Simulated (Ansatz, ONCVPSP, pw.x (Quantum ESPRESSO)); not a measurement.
Equation-of-state test of one ONCV potential (Ga)

| Quantity | Value |
| --- | --- |
| Element | Ga (Z = 31) |
| Generator | ONCVPSP 4.0.1.1 (patched build) |
| Type | optimised norm-conserving Vanderbilt (ONCV) |
| Functional | PBE |
| Relativity | scalar-relativistic |
| Frozen core | [Ar] 3d10 |
| Valence charge | 3 |
| Reference configuration | 4s2 4p1 |
| Partial waves | 4s: rc 2.00 bohr, ncon 4, nbas 9, qcut 3.4 1/bohr, 3 projectors, debl 3.5 Ha; 4p: rc 2.25 bohr, ncon 3, nbas 6, qcut 3.6 1/bohr, 2 projectors, debl 3 Ha; d scattering state at 0.4 Ha: rc 2.25 bohr, ncon 3, nbas 7, qcut 5.9 1/bohr, 2 projectors, debl 3.6 Ha |
| Local potential | polynomial inside 1.45 bohr (lpopt 5, dvloc0 1 Ha) |
| Core correction | none |

Atomic tests: cutoffs needed: 6.5 Ha and 49 Ha (the cutoffs (Ha) at which the residual kinetic energy of the hardest occupied pseudo-wave falls to 1 and 0.1 mHa per electron) The cutoffs count occupied waves only; projector 2 of the s channel, the hardest unoccupied one, needs 63 Ha at the loose tolerance.; ghost test: no bound ghost flagged; GHOST(+) flagged for s at 265.7 eV; largest excitation error: +78 meV (all-electron minus pseudo) for 4s0 4p3, out of 4 test configurations.

Crystal test: bcc Ga in pw.x 7.5, no spin, 14³ k-points, Fermi–Dirac smearing 0.01 Ry, cutoffs 115/460 Ry. The reference is all-electron LAPW (Ansatz 0.2.0) with the same functional, mesh and smearing; V0 and B0 come from Birch–Murnaghan fits to the pressures at five volumes. Errors are pseudo minus all-electron; Δ is the rms difference of the E(V) curves that follow from these fits, minima aligned, over ±6 % about the mean V0. Mesh and smearing are coarse, so the numbers serve the comparison and aren't converged zero-temperature values; the lattice is a test structure that the element need not adopt.

| V (Å³/atom) | P all-electron (GPa) | P pseudo (GPa) |
| --- | --- | --- |
| 18.452 | 2.00 | -0.25 |
| 18.937 | 0.61 | -1.52 |
| 19.423 | -0.57 | -2.59 |
| 19.909 | -1.57 | -3.50 |
| 20.394 | -2.44 | -4.28 |

All-electron: a0 = 3.373 Å (V0 = 19.18 Å³/atom), B0 = 46.6 GPa.

Pseudopotential: mean pressure error (GPa): -2.03. The pressure does not cross zero within the volumes sampled, so no fit is given. This is a poor potential for the solid.

**Question.** At the middle volume, how do free energy and pressure move when the wave cutoff is lowered (ecutrho kept at four times it)?

**Answer.**

```csv
cutoff (Ry),shift of F (meV/atom),shift of P (GPa)
52,+9.6,+0.08
69,+6.4,-0.02
92,+4.4,+0.03
```

The run at the middle volume (104 k-points, 5 iterations) took about 22 s on one core of a shared host (Neoverse-V2, 96 threads, 742 GiB, load 84).
